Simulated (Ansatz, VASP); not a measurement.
One calculation of Si, two programs

Contents of INCAR:

```
PREC     = Accurate       # precision mode
ENCUT    = 600            # plane-wave cutoff, eV
EDIFF    = 1E-6           # SCF threshold, eV
ISMEAR   = -1             # smearing method
SIGMA    = 0.05           # smearing width, eV
LREAL    = False          # projectors in reciprocal space
LASPH    = True           # aspherical terms in the spheres
NELM     = 60             # most SCF steps
ALGO     = Normal         # electronic algorithm
ISIF     = 3              # what is computed and relaxed
LWAVE    = False          # write WAVECAR
LCHARG   = False          # write CHGCAR
GGA      = B5             # functional
ALDAX    = 1.0          
AGGAX    = 1.0          
AGGAC    = 1.0          
ALDAC    = 0.0          
IBRION   = 2              # ionic algorithm
NSW      = 80             # ionic steps
EDIFFG   = -0.01          # ionic threshold
```

The input KPOINTS:

```
regular mesh
0
Gamma
  6 6 6
```

POSCAR

```
Si
1.0
    0.0000000000      2.7153500000      2.7153500000
    2.7153500000      0.0000000000      2.7153500000
    2.7153500000      2.7153500000      0.0000000000
Si
2
Direct
    0.5000000000      0.5000000000      0.5000000000
    0.7500000000      0.7500000000      0.7500000000
```

Input for Ansatz:

```yaml
crystal:
  lattice:
    - [0.0, 2.71535, 2.71535]
    - [2.71535, 0.0, 2.71535]
    - [2.71535, 2.71535, 0.0]
  atoms:
    - { symbol: Si, position: [0.5, 0.5, 0.5] }
    - { symbol: Si, position: [0.75, 0.75, 0.75] }
hamiltonian:
  xc: blyp
  pseudopotentials:
    kind: paw
    azcp:
      Si: "pseudopotentials/Si.paw.azcp"
basis:
  ecutwfc: 420
  fft_grid_basis: typed
kpoints:
  mp_grid: { grid: [6, 6, 6], shift: [0, 0, 0] }
magnetization:
  spin_polarized: false
scf:
  occupations: { method: fermi_dirac, width: 0.05 }
relax:
  max_steps: 60
  f_tol: 0.01
  cell: {}
```

Alike in both runs: task relaxation of cell and atoms; functional BLYP; k mesh 6 × 6 × 6; occupations fermi-dirac, width 0.05 eV; no spin polarisation.

|  | VASP | Ansatz |
| --- | --- | --- |
| version | VASP 6.6.1 | Ansatz 0.2.0 |
| potentials or method | VASP PAW PBE potentials, release 64 (Si) | plane waves (420 eV) with PAW, scalar-relativistic |
| plane-wave cutoff (eV) | 600 | 420 |
| valence electrons in the cell | 8 | 8 |

```tsv
	VASP	Ansatz	Ansatz less VASP
relaxed volume (Å³/atom)	21.21	21.17	-0.042
relaxed cell length with the largest relative difference (Å)	3.915	3.912	-0.0026
energy change over the relaxation (meV/atom)	-18	-17	+1.1
```

Caveats: the PAW data sets were made with another functional, which shifts forces and pressure a little (VASP). BLYP gives volumes clearly too large for solids. A k mesh can miss the band edges.
